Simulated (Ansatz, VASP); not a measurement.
## SnSe2 in VASP and in Ansatz

INCAR

```
SYSTEM = SnSe2
PREC = Accurate
ENCUT = 520
EDIFF = 1E-6
ISMEAR = 0
SIGMA = 0.02
LREAL = .False.
LASPH = .True.
NELM = 100
ALGO = Fast
ISIF = 2
LWAVE = .False.
LCHARG = .True.
GGA = PS
LELF = .True.
LVHAR = .True.
NBANDS = 20
```

Contents of KPOINTS:

```
Automatic mesh
0
Gamma
  9 9 6
  0 0 0
```

POSCAR

```
SnSe2
1.0
    4.0187744352      0.0381099878      0.0172638245
   -1.9763830000      3.4305788324      0.0103125087
    0.0278006100      0.0352263800      6.4331102500
Sn Se
1 2
Direct
    0.0055451825      0.0081777427     -0.0043685840
    0.3277355473      0.6619733271      0.2541453479
    0.6667177552      0.3298459002      0.7502232361
```

Input for Ansatz:

```yaml
crystal:
  lattice:
    - [4.0187744352, 0.0381099878, 0.0172638245]
    - [-1.976383, 3.4305788324, 0.0103125087]
    - [0.02780061, 0.03522638, 6.43311025]
  atoms:
    - { symbol: Sn, position: [0.0055451825, 0.0081777427, -0.004368584] }
    - { symbol: Se, position: [0.3277355473, 0.6619733271, 0.2541453479] }
    - { symbol: Se, position: [0.6667177552, 0.3298459002, 0.7502232361] }
basis:
  ecutwfc: 420
kpoints:
  mp_grid: { grid: [9, 9, 6] }
hamiltonian:
  xc: pbesol
scf:
  occupations: { method: gaussian, width: 0.02 }
output:
  forces: true
  stress: true
  eigenvalues: true
```

Change from the starting cell: all atoms moved at random, cell strained at random.

Alike in both runs: task single point; functional PBEsol; k mesh 9 × 9 × 6; occupations gaussian, width 0.02 eV; no spin polarisation.

|  | VASP | Ansatz |
| --- | --- | --- |
| version | VASP 6.6.1 | Ansatz 0.2.0 |
| potentials or method | VASP PAW PBE potentials, release 64 (Sn_d, Se) | scalar-relativistic, plane waves, PAW |
| plane-wave cutoff (eV) | 520 | 420 |
| valence electrons in the cell | 26 | 46 |

```tsv
	VASP	Ansatz	Ansatz less VASP
gap on the k mesh at the Fermi level (eV)	0.35	0.35	+0.004
least direct gap on the mesh (eV)	0.49	0.50	+0.008
pressure (GPa)	-5.7	-5.8	-0.06
largest component of the traceless stress (GPa)	0.92	0.91	-0.002
rms of the force components (eV/Å)	0.365	0.369	+0.0041
```

Atom by atom the forces differ by 0.006 eV/Å (rms over components). With one functional, cell and mesh, what is left measures potentials, basis and numerics. The two sets of potentials don't hold the same shells in valence.

Caveats: the PAW data sets were made with another functional, which shifts forces and pressure a little (VASP); spin-orbit coupling is left out, which moves the levels of the heavy elements; an odd mesh through Γ misses points on the zone boundary, where band edges often lie; the cell's inner coordinates are idealised or old, which leaves forces on the atoms.
